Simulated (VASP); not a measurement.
# H4O: single point with PBE+D3(BJ)

The system is H4O.

```
O H
1.0
     6.21446    0.00000    0.00000
     0.00000    6.21446    0.00000
     0.00000    0.00000    6.21446
O H
4 16
Direct
  0.08740 0.56556 0.75223
  0.94012 0.15158 0.17029
  0.06839 0.96963 0.55561
  0.74169 0.84258 0.86394
  0.11359 0.68756 0.65281
  0.07948 0.43906 0.65984
  0.00688 0.26617 0.08757
  0.88337 0.05239 0.06224
  0.92299 0.97240 0.61811
  0.04866 0.02935 0.40930
  0.59236 0.79673 0.87924
  0.82314 0.70851 0.83560
  0.09295 0.62217 0.13012
  0.08940 0.65072 0.24960
  0.63551 0.70275 0.43933
  0.65477 0.62202 0.35100
  0.39526 0.15160 0.18394
  0.51603 0.16713 0.19121
  0.66697 0.35622 0.74566
  0.66348 0.23738 0.77030
```

The cell was built by a generator and needn't be a form met in nature.

```yaml
Program: VASP 6.6.1
Task: single point
Functional: PBE
Dispersion: D3(BJ)
Potentials_or_basis: VASP PAW PBE potentials, release 64 (O, H)
Cutoff: 520 eV
k_mesh: 1 × 1 × 1
Occupations: fermi-dirac, width 0.02 eV
Spin: no spin polarisation
```

The pressure is -1.0 GPa. The largest force is 0.439 eV/Å. The band gap on the k mesh is 6.20 eV, direct and the dispersion energy per atom is -0.024 eV.

Forces in eV/Å, atoms in the order of the input:
```
O   -0.041  0.008 -0.132
O    0.072  0.118  0.078
O   -0.233  0.039  0.056
O   -0.171 -0.245 -0.053
H    0.007  0.132  0.031
H    0.029 -0.064  0.044
H    0.091  0.181  0.040
H   -0.208 -0.360 -0.138
H    0.204 -0.012 -0.063
H   -0.011 -0.063  0.048
H    0.074  0.188  0.018
H    0.196  0.075  0.051
H    0.027  0.040  0.190
H   -0.009 -0.098 -0.178
H    0.005 -0.017 -0.038
H   -0.011  0.059  0.050
H    0.018 -0.010 -0.009
H   -0.034 -0.009 -0.012
H    0.004 -0.014  0.008
H   -0.006  0.052  0.007
```

Stress tensor (GPa, compression positive):
```
-1.09 -0.01  0.03
-0.01 -1.04  0.03
 0.03  0.03 -0.88
```

Levels at points of the mesh, in eV from the valence-band top:
```tsv
k point	band 18	band 19	band 20	band 21	band 22	band 23
(0.00, 0.00, 0.00)	-0.62	-0.57	0.00	6.20	7.40	7.57
```

It took 13 s on 1 thread of Intel(R) Xeon(R) 6975P-C (Granite Rapids) (shared host), peak memory 0.3 GiB.

As with any semilocal functional, this PBE gap is likely too small.
